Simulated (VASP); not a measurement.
# PbS (Galena) under changes of volume

One of the cells (26.607 Å³/atom); the others are scaled copies at fixed shape and fractional positions:

```
Pb S
1.0
     0.00000    2.98539    2.98539
     2.98539    0.00000    2.98539
     2.98539    2.98539    0.00000
Pb S
1 1
Direct
  0.00000 0.00000 0.00000
  0.50000 0.50000 0.50000
```

* Program: VASP 6.6.1
* Functional: PBE
* Potentials or basis: VASP PAW PBE potentials, release 64 (Pb_d, S)
* Cutoff: 520 eV
* k mesh: 8 × 8 × 8
* Occupations: fermi-dirac, width 0.05 eV
* Spin: no spin polarisation

```tsv
volume (Å³/atom)	energy over the lowest point (meV/atom)	pressure (GPa)	gap on the mesh (eV)
24.521	48.97	6.5	0.11
25.042	30.17	4.9	0.20
25.564	?	?	?
26.607	1.64	1.0	0.44
27.129	0.00	-0.1	0.50
27.651	1.66	-1.1	0.56
```

Q: What does the run at 25.564 Å³/atom give?

A: Energy over the lowest point 16.33 meV/atom; pressure 3.5 GPa; gap on the mesh 0.29 eV.

Worked out: A Birch-Murnaghan fit of order 3 (a polynomial in V^(-2/3)) to the other rows has its minimum at 27.12 Å³/atom with B0 = V·E''(V) = 53 GPa and B' = 4.2. It gives 16.31 meV/atom at 25.564 Å³/atom, against the run's 16.33, and -dE/dV = 3.5 GPa, against 3.5. A parabola through the other rows of the gap, of slope 4.01 eV per unit of ln V (its deformation potential) there, gives 0.29 eV, against the run's 0.29.

Energies are extrapolated to zero smearing.

Caveats: spin-orbit coupling is left out, which as a rule narrows the gap of such compounds by several tenths of an eV.

A mesh can miss the band edges.
